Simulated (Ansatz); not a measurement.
# CsI: the cost of one run

All numbers are computed with the Python package of Ansatz 0.2.0. The levels of theory stand in the script.

## 1. The structure

The structure is cubic, space group Pm-3m (No. 221). The conventional cell has a = 4.567 Å, b = 4.567 Å, c = 4.567 Å, α = 90.00°, β = 90.00°, γ = 90.00°. Around Cs (site symmetry m-3m) lie 8 I at 3.95 Å. I (site symmetry m-3m) is surrounded by 8 Cs at 3.95 Å.

The script holds or builds the structure itself.

## 2. The code

Contents of run_lattice.py:

```python
# -*- coding: utf-8 -*-
"""How the lattice of CsI depends on the functional."""

import logging
import sys

import ansatz as az
from ase import Atoms
import numpy as np

logging.basicConfig(stream=sys.stdout, format="%(name)s: %(message)s")
logger = logging.getLogger("ansatz_job")
logger.setLevel(logging.INFO)

def edges_and_angles(cell):
    cell = np.asarray(cell)
    a, b, c = np.linalg.norm(cell, axis=1)
    cosines = cell[1] @ cell[2] / (b * c), cell[0] @ cell[2] / (a * c), cell[0] @ cell[1] / (a * b)
    return (a, b, c, *np.degrees(np.arccos(cosines)))

atoms = Atoms(
    ["Cs", "I"],
    scaled_positions=[
        (0.0, 0.0, 0.0),
        (0.5, 0.5, 0.5),
    ],
    cell=[
        (4.5667, 0.0, 0.0),
        (0.0, 4.5667, 0.0),
        (0.0, 0.0, 4.5667),
    ],
    pbc=True,
)
system = az.Crystal.from_ase(atoms)

setup = system.calculation()
setup = setup.kpoints(6).occupations(az.OccupationsMethod.FERMI_DIRAC, width=0.05)
setup = setup.relax(cell=True)

levels = [("rpbe", "none"), ("r2scan", "rvv10"), ("pbe", "d3bj"), ("lda", "none")]
logger.info("level            a       b       c    alpha   beta  gamma  V/atom  steps")
for name, dispersion in levels:
    seen = []
    run = setup.functional(name, dispersion=dispersion).session().plan()
    result = run.execute(on_event=lambda e: seen.append(e) if e["event"] == "relax_step" else None)
    cell = result.lattice.cell_ang
    label = name if dispersion == "none" else f"{name}+{dispersion}"
    print("{:13s} {:7.4f} {:7.4f} {:7.4f} {:6.2f} {:6.2f} {:6.2f}".format(label, *edges_and_angles(cell)), f"{abs(np.linalg.det(cell)) / len(result.lattice.sites):7.3f} {len(seen):5d}")
```

## 3. What the engine is handed

The engine receives this input (first run):

```yaml
crystal:
  lattice:
    - [4.5667, 0.0, 0.0]
    - [0.0, 4.5667, 0.0]
    - [0.0, 0.0, 4.5667]
  atoms:
    - { symbol: Cs, position: [0.0, 0.0, 0.0] }
    - { symbol: I, position: [0.5, 0.5, 0.5] }
kpoints:
  mp_grid:
    grid: [6, 6, 6]
hamiltonian:
  xc: rpbe
  dispersion: none
scf:
  occupations:
    method: fermi_dirac
    width: 0.05
relax:
  cell: {}
```

## 4. Running it

Launch:

```sh
> python run_lattice.py
```

**Question.** How long does this script take on 1 thread of Arm Neoverse V1, shared host, and how much memory does it need?

About 60 s, with a peak of 0.78 GiB.
